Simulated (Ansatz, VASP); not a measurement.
Two plane-wave programs on InSb3

```xyz
4
Lattice="0.0000 3.7279 3.7279 3.7279 0.0000 3.7279 3.7279 3.7279 0.0000" Properties=species:S:1:pos:R:3 pbc="T T T"
In    0.0000    0.0000    0.0000
Sb    1.8640    1.8640    1.8640
Sb    5.5919    5.5919    5.5919
Sb    3.7279    3.7279    3.7279
```

Alike in both runs: task relaxation of cell and atoms; functional LDA; k mesh 10 × 10 × 10; occupations gaussian, width 0.1 eV; no spin polarisation.

|  | VASP | Ansatz |
| --- | --- | --- |
| version | VASP 6.6.1 | Ansatz 0.2.0 |
| potentials or method | VASP PAW LDA potentials, release 64 (In_d, Sb) | scalar-relativistic, plane waves, PAW |
| plane-wave cutoff (eV) | 600 | 420 |
| valence electrons in the cell | 28 | 58 |

```tsv
	VASP	Ansatz	Ansatz less VASP
gap on the k mesh at the Fermi level, each at its own relaxed structure (eV)	none	none	-
relaxed volume (Å³/atom)	25.31	25.27	-0.036
relaxed cell length with the largest relative difference (Å)	5.231	5.229	-0.0025
energy change over the relaxation (meV/atom)	-3	-3	-0.5
```

A gap of «none» marks a metal or a gap that the smearing closes. The two sets of potentials don't hold the same shells in valence.

Caveats: the bands computed are all filled at some k points, so no gap is given. Spin-orbit coupling is left out, which matters for the levels of Sb.
